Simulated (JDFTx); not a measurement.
Crystal: Pt.

```
Pt
1.0
    -1.58422    1.58422    1.58422
     1.58422   -1.58422    1.58422
     1.58422    1.58422   -1.58422
Pt
1
Direct
  0.00000 0.00000 0.00000
```

This isn't the form of Pt at room conditions, which is fcc.

* Program: JDFTx 1.7.0 (patched build)
* Task: single point
* Functional: PBE
* Potentials or basis: PseudoDojo-SR-PBE-0.5-standard
* Cutoff: 1143 eV
* Density cutoff: 4572 eV
* k mesh: 12 × 12 × 12
* Occupations: fermi-dirac, width 0.05 eV
* Spin: no spin polarisation

On this cell: pressure -1.8 GPa; band gap on the k mesh none (metal or under the smearing width).

The same run follows on a disturbed copy (cell strained at random at fixed volume):

```
Pt
1.0
    -1.51792    1.61257    1.57266
     1.58438   -1.59122    1.61776
     1.52358    1.59687   -1.55131
Pt
1
Direct
  0.98769 0.99114 0.98751
```

**Question.** What does the disturbed cell give?

**Answer.** The energy (extrapolated to zero smearing) moves by +12.3 meV/atom; pressure -1.3 GPa; band gap on the k mesh none (metal or under the smearing width).

Stress tensor (GPa, compression positive):
```
-2.85 -0.15 -5.95
-0.15 -0.11 -2.03
-5.95 -2.03 -0.95
```
